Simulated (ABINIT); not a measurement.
Crystal: La2O3.

```
La O
1.0
     6.26678    0.00000    0.00000
    -3.13339    5.42719    0.00000
     0.00000    0.00000    3.29977
La O
2 3
Direct
  0.66667 0.33333 0.50000
  0.33333 0.66667 0.50000
  0.50801 0.00000 0.00000
  0.00000 0.50801 0.00000
  0.49199 0.49199 0.00000
```

The cell comes from a database or a generator and needn't be the stable form of this composition.

```yaml
Program: ABINIT 10.8.3 (patched build)
Task: relaxation of cell and atoms
Functional: PBEsol
Potentials_or_basis: JTH PAW PBE v2.0
Cutoff: 626 eV
k_mesh: 3 × 3 × 5
Occupations: fermi-dirac, width 0.05 eV
Spin: no spin polarisation
```

At the start: pressure -0.3 GPa; volume 22.45 Å³/atom.

Problem. How do energy, volume and symmetry change on relaxing?

Solution. Over 9 steps the energy falls by 3.9 meV/atom and the volume is 22.54 Å³/atom (+0.4 %); space group P6/mmm (No. 191, to 0.05 Å).

Step by step:
```csv
step,energy change (eV),largest force (eV/Å),pressure (GPa),volume (Å³)
1,0.0000,0.0581,-0.33,112.23
2,-0.0051,0.0562,-0.11,112.11
3,-0.0172,0.0439,0.10,112.52
4,-0.0188,0.0247,0.01,112.70
5,-0.0195,0.0019,0.14,112.55
6,-0.0195,0.0018,-0.13,112.84
7,-0.0196,0.0006,0.08,112.61
8,-0.0196,0.0003,0.06,112.63
9,-0.0195,0.0001,0.00,112.69
```

Final structure:
```xyz
5
Lattice="6.3172 0.0000 0.0000 -3.1586 5.4709 0.0000 0.0000 0.0000 3.2608" Properties=species:S:1:pos:R:3 pbc="T T T"
La    3.1586    1.8236    1.6304
La    0.0000    3.6473    1.6304
O     3.1588    0.0000    0.0000
O    -1.5794    2.7356    0.0000
O     1.5792    2.7353    0.0000
```

Caveat: the PAW data sets were made with another functional, which shifts forces and pressure a little.
